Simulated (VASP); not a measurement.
BN:

```
N B
1.0
     2.55394    0.00000    0.00000
    -1.27697    2.21178    0.00000
     0.00000    0.00000    4.22685
N B
2 2
Direct
  0.33333 0.66667 0.12528
  0.66667 0.33333 0.62528
  0.33333 0.66667 0.49972
  0.66667 0.33333 0.99972
```

Measurements of this composition are mostly on another form, of space group No. 194.

```yaml
Program: VASP 6.6.1
Task: single point
Functional: PBE
Potentials_or_basis: VASP PAW PBE potentials, release 64 (N, B)
Cutoff: 520 eV
k_mesh: 12 × 12 × 6
Occupations: fermi-dirac, width 0.05 eV
Spin: no spin polarisation
```

On this cell: pressure 0.2 GPa; largest force 0.014 eV/Å; band gap on the k mesh 5.20 eV, indirect (least direct gap 8.23 eV).

The same run follows on a disturbed copy (atoms moved at random, drawn with an rms of 0.05 Å):

```
CELL_PARAMETERS angstrom
2.55394 0.00000 0.00000
-1.27697 2.21178 0.00000
0.00000 0.00000 4.22685
ATOMIC_POSITIONS crystal
N 0.33349 0.65369 0.12233
N 0.66826 0.32131 0.62147
B 0.32327 0.67179 0.48849
B 0.69674 0.34690 0.99522
```

Task: What does the disturbed cell give?

Result: The energy moves by +31.6 meV/atom; pressure 1.5 GPa; largest force 1.825 eV/Å; band gap on the k mesh 4.47 eV, indirect (least direct gap 7.37 eV).

Forces on the atoms (eV/Å):
```
N    0.740  1.247 -0.357
N   -0.605  0.926 -0.347
B    1.050 -0.828  1.043
B   -1.186 -1.345 -0.338
```

Stress tensor (GPa, compression positive):
```
2.41 1.13 0.76
1.13 1.55 1.24
0.76 1.24 0.56
```

A k mesh can miss the band edges.
